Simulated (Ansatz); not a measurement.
Base system: NaBr in the rock salt structure (space group Fm-3m, No. 225; a = 5.948 Å). Axes: x, y, z lie along the cube axes.

Level of theory: r2SCAN (Ansatz, a quantum-chemistry and plane-wave program; PAW; 500 eV plane waves; no SOC).

For the base:

| Property | Result |
|---|---|
| Shortest interatomic distance | 2.974 Å |
| Valence-band top at Γ | 0.00, 0.00, 0.00 eV |
| Gap character | direct at Γ |

Perturbation: a pure shear with ε_xz = ε_zx = -0.0373; the atoms relax in the strained cell.

Problem. What happens to the energy relative to the base?

Solution. The energy increases by 5.0 meV/atom.

Problem. What does the calculation give for the stress after the change?

Solution. The stress (xx, yy, zz, yz, xz, xy; compression positive) amounts to (0.06, -0.05, 0.06, 0.00, 0.83, 0.00) GPa.

Problem. What happens to the shortest interatomic distance?

Solution. The shortest interatomic distance is still 2.974 Å.

Problem. Predict the new valence-band top at Γ.

Solution. The valence-band top at Γ (three highest levels, from the VBM) changes from 0.00, 0.00, 0.00 eV to 0.00, -0.18, -0.32 eV.

Problem. Predict the new gap character.

Solution. The gap character is still direct at Γ.

Stability against distortions was not tested. k-point labels follow each cell's own Brillouin zone.
